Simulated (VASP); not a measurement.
# LiF in VASP: one cell, several levels of theory, part 2 of 2

VASP 6.6.1, plane waves, PAW.

## (3) Single point with r2SCAN

Input file INCAR:

```
ENCUT = 520.000000
SIGMA = 0.010000
EDIFF = 1.00e-07
ALGO = Normal
METAGGA = R2SCAN
PREC = Accurate
IBRION = -1
ISIF = 2
ISMEAR = 0
NBANDS = 12
NELM = 120
NSW = 0
LASPH = .TRUE.
LCHARG = .FALSE.
LWAVE = .FALSE.
LREAL = .FALSE.
```

Input file KPOINTS:

```
KPOINTS created by Atomic Simulation Environment
0
Gamma
10 10 10
0 0 0
```

Input file KPOINTS_OPT:

```
special points
6
Reciprocal
0.0000000000 0.0000000000 0.0000000000 1
0.5000000000 0.0000000000 0.5000000000 1
0.6250000000 0.2500000000 0.6250000000 1
0.3750000000 0.3750000000 0.7500000000 1
0.5000000000 0.5000000000 0.5000000000 1
0.5000000000 0.2500000000 0.7500000000 1
```

Input file POSCAR:

```
Li F
 1.0000000000000000
    -0.0368410052000000    1.9979281671000000    1.9979281671000000
     1.9979281671000000   -0.0368410052000000    1.9979281671000000
     1.9979281671000000    1.9979281671000000   -0.0368410052000000
 Li  F
   1   1
Cartesian
  0.0000000000000000  0.0000000000000000  0.0000000000000000
  1.9795076645000000  1.9795076645000000  1.9795076645000000
```

Launch:

```console
> mpirun -np 1 vasp_std
```

Standard output, without the iteration lines:

```text
POSCAR found type information on POSCAR LiF
 POSCAR found :  2 types and       2 ions
 -----------------------------------------------------------------------------
|                                                                             |
|                                                                             |
|     You enforced a specific xc type in the INCAR file but a different       |
|     I HOPE YOU KNOW WHAT YOU ARE DOING!                                     |
|                                                                             |
 -----------------------------------------------------------------------------

 LDA part: xc-table for (None), standard interpolation
 POSCAR, INCAR and KPOINTS ok, starting setup
 FFT: planning ... GRIDC
 FFT: planning ... GRID_SOFT
 FFT: planning ... GRID
 WAVECAR not read
 entering main loop
 Start KPOINTS_OPT (optional k-point list driver)
k-point batch [1-6\6]
```

OSZICAR:

```text
N       E                     dE             d eps       ncg     rms          rms(c)
DAV:   1     0.282548637456E+02    0.28255E+02   -0.55182E+03  2904   0.863E+02
DAV:   2    -0.138319403166E+02   -0.42087E+02   -0.41224E+02  3348   0.196E+02
DAV:   3    -0.149581404934E+02   -0.11262E+01   -0.11230E+01  3844   0.278E+01
DAV:   4    -0.149691946936E+02   -0.11054E-01   -0.11053E-01  3184   0.279E+00
DAV:   5    -0.149693336230E+02   -0.13893E-03   -0.13893E-03  3908   0.224E-01    0.389E+00
DAV:   6    -0.118947176724E+02    0.30746E+01   -0.69504E-01  2880   0.608E+00    0.151E+00
DAV:   7    -0.118956925156E+02   -0.97484E-03   -0.47264E-01  3344   0.481E+00    0.120E+00
DAV:   8    -0.120290431550E+02   -0.13335E+00   -0.10339E+00  3040   0.692E+00    0.259E+00
DAV:   9    -0.118960744044E+02    0.13297E+00   -0.68668E-01  2944   0.532E+00    0.103E-01
DAV:  10    -0.118953633783E+02    0.71103E-03   -0.60163E-03  3276   0.802E-01    0.125E-01
DAV:  11    -0.118952990315E+02    0.64347E-04   -0.17369E-04  3212   0.121E-01    0.707E-02
DAV:  12    -0.118952187447E+02    0.80287E-04   -0.57258E-04  3176   0.159E-01    0.509E-03
DAV:  13    -0.118952192857E+02   -0.54095E-06   -0.54016E-06  3396   0.218E-02    0.178E-03
DAV:  14    -0.118952196875E+02   -0.40184E-06   -0.10724E-07  3632   0.305E-03    0.949E-04
DAV:  15    -0.118952194120E+02    0.27550E-06   -0.95661E-08  1696   0.219E-03    0.883E-05
DAV:  16    -0.118952193549E+02    0.57091E-07   -0.21468E-09  1536   0.454E-04
   1 F= -.11895219E+02 E0= -.11895219E+02  d E =-.657837-151
       N       E                     dE             ncg
DAV:   1     0.100342238850E+04   -0.31214E+04      144
DAV:   2     0.770470079948E+03   -0.23295E+03      172
DAV:   3     0.764677318630E+03   -0.57928E+01      220
DAV:   4     0.764618275163E+03   -0.59043E-01      168
DAV:   5     0.764617644030E+03   -0.63113E-03      208
DAV:   6     0.764617643781E+03   -0.24947E-06      176
DAV:   7     0.764617643780E+03   -0.80217E-09      184
```

Parts of OUTCAR:

```text
k-points           NKPTS =    116   k-points in BZ     NKDIM =    116   number of bands    NBANDS=     12

   NELECT =      10.0000    total number of electrons

   dimension x,y,z NGX =    24 NGY =   24 NGZ =   24
   dimension x,y,z NGXF=    48 NGYF=   48 NGZF=   48

  energy-cutoff  :      520.00
  volume of cell :       16.39
      direct lattice vectors                 reciprocal lattice vectors
    -0.036841005  1.997928167  1.997928167    -0.243441471  0.248014765  0.248014765
     1.997928167 -0.036841005  1.997928167     0.248014765 -0.243441471  0.248014765
     1.997928167  1.997928167 -0.036841005     0.248014765  0.248014765 -0.243441471

 k-points in reciprocal lattice and weights: KPOINTS created by Atomic Simulation Env
   0.00000000  0.00000000  0.00000000       0.001
   0.10000000  0.00000000  0.00000000       0.006
   0.20000000  0.00000000  0.00000000       0.006
   0.30000000  0.00000000 -0.00000000       0.006
   0.40000000  0.00000000  0.00000000       0.006
   0.50000000  0.00000000 -0.00000000       0.003
   0.10000000  0.10000000  0.00000000       0.006
   0.20000000  0.10000000  0.00000000       0.012
[... 108 more k-points ...]

 E-fermi :  -1.3766

 k-point     1 :       0.0000    0.0000    0.0000
  band No.  band energies     occupation
      1     -43.7362      2.00000
      2     -22.7447      2.00000
      3      -1.7031      2.00000
      4      -1.7031      2.00000
      5      -1.5599      2.00000
      6       8.5737      0.00000
      7      23.4823      0.00000
      8      23.4823      0.00000
      9      24.2542      0.00000
     10      24.2542      0.00000
     11      24.4366      0.00000
     12      24.5258      0.00000

 k-point     2 :       0.1000    0.0000    0.0000
  band No.  band energies     occupation
      1     -43.7309      2.00000
      2     -22.7085      2.00000
      3      -1.9665      2.00000
      4      -1.7238      2.00000
      5      -1.5978      2.00000
      6       8.8585      0.00000
      7      20.7883      0.00000
      8      22.5546      0.00000
      9      23.0170      0.00000
     10      24.8750      0.00000
     11      25.4223      0.00000
     12      25.7051      0.00000

 k-point     3 :       0.2000    0.0000    0.0000
  band No.  band energies     occupation
      1     -43.7172      2.00000
      2     -22.6131      2.00000
      3      -2.6312      2.00000
      4      -1.7767      2.00000
      5      -1.6665      2.00000
      6       9.4901      0.00000
      7      18.3064      0.00000
      8      21.0971      0.00000
      9      21.4626      0.00000
     10      26.0551      0.00000
     11      26.4927      0.00000
     12      26.9337      0.00000

 k-point     4 :       0.3000    0.0000   -0.0000
  band No.  band energies     occupation
      1     -43.7002      2.00000
      2     -22.4901      2.00000
      3      -3.3784      2.00000
      4      -1.8400      2.00000
      5      -1.7450      2.00000
      6      10.0210      0.00000
      7      16.8629      0.00000
      8      19.8263      0.00000
      9      20.1691      0.00000
     10      27.7088      0.00000
     11      27.9057      0.00000
     12      28.5888      0.00000

 k-point     5 :       0.4000    0.0000    0.0000
  band No.  band energies     occupation
      1     -43.6864      2.00000
      2     -22.3867      2.00000
      3      -3.9383      2.00000
      4      -1.8895      2.00000
      5      -1.8063      2.00000
      6      10.1905      0.00000
      7      16.3817      0.00000
      8      18.9997      0.00000
      9      19.3380      0.00000
     10      29.5015      0.00000
     11      29.5234      0.00000
     12      30.3434      0.00000

 k-point     6 :       0.5000    0.0000   -0.0000
  band No.  band energies     occupation
      1     -43.6813      2.00000
      2     -22.3468      2.00000
      3      -4.1440      2.00000
      4      -1.9080      2.00000
      5      -1.8293      2.00000
      6      10.1867      0.00000
      7      16.3310      0.00000
      8      18.7124      0.00000
      9      19.0528      0.00000
     10      30.4330      0.00000
     11      30.6078      0.00000
     12      31.2375      0.00000

 k-point     7 :       0.1000    0.1000    0.0000
  band No.  band energies     occupation
      1     -43.7291      2.00000
      2     -22.6941      2.00000
      3      -1.9199      2.00000
      4      -1.8062      2.00000
      5      -1.6894      2.00000
      6       8.9762      0.00000
      7      21.4704      0.00000
      8      21.8228      0.00000
      9      22.3599      0.00000
     10      22.8345      0.00000
     11      26.8520      0.00000
     12      27.1938      0.00000

 k-point     8 :       0.2000    0.1000    0.0000
  band No.  band energies     occupation
      1     -43.7182      2.00000
      2     -22.6145      2.00000
      3      -2.4508      2.00000
      4      -1.8532      2.00000
      5      -1.7788      2.00000
      6       9.5546      0.00000
      7      18.9107      0.00000
      8      21.2450      0.00000
      9      21.5017      0.00000
     10      22.9127      0.00000
     11      27.9977      0.00000
     12      28.6582      0.00000

 k-point     9 :       0.3000    0.1000   -0.0000
  band No.  band energies     occupation
      1     -43.7024      2.00000
      2     -22.4962      2.00000
      3      -3.1736      2.00000
      4      -1.9352      2.00000
      5      -1.8631      2.00000
      6      10.2139      0.00000
      7      17.0738      0.00000
      8      20.0525      0.00000
      9      20.4211      0.00000
     10      24.4568      0.00000
     11      29.2227      0.00000
     12      29.8662      0.00000

 k-point    10 :       0.4000    0.1000    0.0000
  band No.  band energies     occupation
      1     -43.6877      2.00000
      2     -22.3832      2.00000
      3      -3.7822      2.00000
      4      -2.0329      2.00000
      5      -1.9269      2.00000
      6      10.5692      0.00000
      7      16.2384      0.00000
      8      19.2052      0.00000
      9      19.5990      0.00000
     10      26.3147      0.00000
     11      30.6191      0.00000
     12      31.1117      0.00000

[... the tables of k-points 11 to 116 left out ...]

  Total       -0.3224840     -0.3224840     -0.3224840      0.1211383      0.1211383      0.1211383
  in kB      -31.5210906    -31.5210906    -31.5210906     11.8406210     11.8406210     11.8406210
  external PRESSURE =     -31.5210906 kB  Pullay stress =       0.0000000 kB

 POSITION                                       TOTAL-FORCE (eV/Angst)
 -----------------------------------------------------------------------------------
      0.00000      0.00000      0.00000         0.000000      0.000000     -0.000000
      1.97951      1.97951      1.97951        -0.000000     -0.000000      0.000000
 -----------------------------------------------------------------------------------
    total drift:                               -0.000000     -0.000000      0.000000

  FREE ENERGIE OF THE ION-ELECTRON SYSTEM (eV)
  ---------------------------------------------------
  free  energy   TOTEN  =       -11.8952193549 eV

  energy  without entropy=      -11.8952193549  energy(sigma->0) =      -11.89521935
```

Hardware: 1 MPI rank of Intel Xeon Platinum 8488C, shared host.

The levels at the points of KPOINTS_OPT are read from vasprun.xml.

Band energies at the special points (eV, zero at the top of v, the last band that the electrons fill by count):

| point | v−1 | v | c | c+1 |
| --- | --- | --- | --- | --- |
| Γ | -0.14 | 0.00 | 10.13 | 25.04 |
| X | -1.18 | -1.01 | 15.91 | 17.32 |
| U | -1.61 | -0.91 | 15.41 | 16.03 |
| K | -1.61 | -0.91 | 15.41 | 16.03 |
| L | -0.41 | -0.41 | 11.60 | 18.30 |
| W | -2.14 | -0.89 | 15.99 | 16.24 |

The r2SCAN gap is 10.13 eV, direct at Γ. The pressure is -3.15 GPa; the forces vanish within 0.01 eV/Å.

## (4) Summary

This closing draws on all 2 parts.

| level | gap (eV) | pressure (GPa) | Ansatz: gap (eV) | Ansatz: pressure (GPa) |
| --- | --- | --- | --- | --- |
| PBE | 8.96 | 1.42 | 8.96 | 1.88 |
| r2SCAN | 10.13 | -3.15 | 9.93 | -2.27 |

In words: The gap spans 8.96 eV (PBE) to 10.13 eV (r2SCAN). The pressure is highest with PBE (1.4 GPa) and lowest with r2SCAN (-3.2 GPa), which orders the cells that they would relax to. The two programs agree on the gap within 0.21 eV, far less than the spread between functionals. The two codes have different PAW datasets and cutoffs.
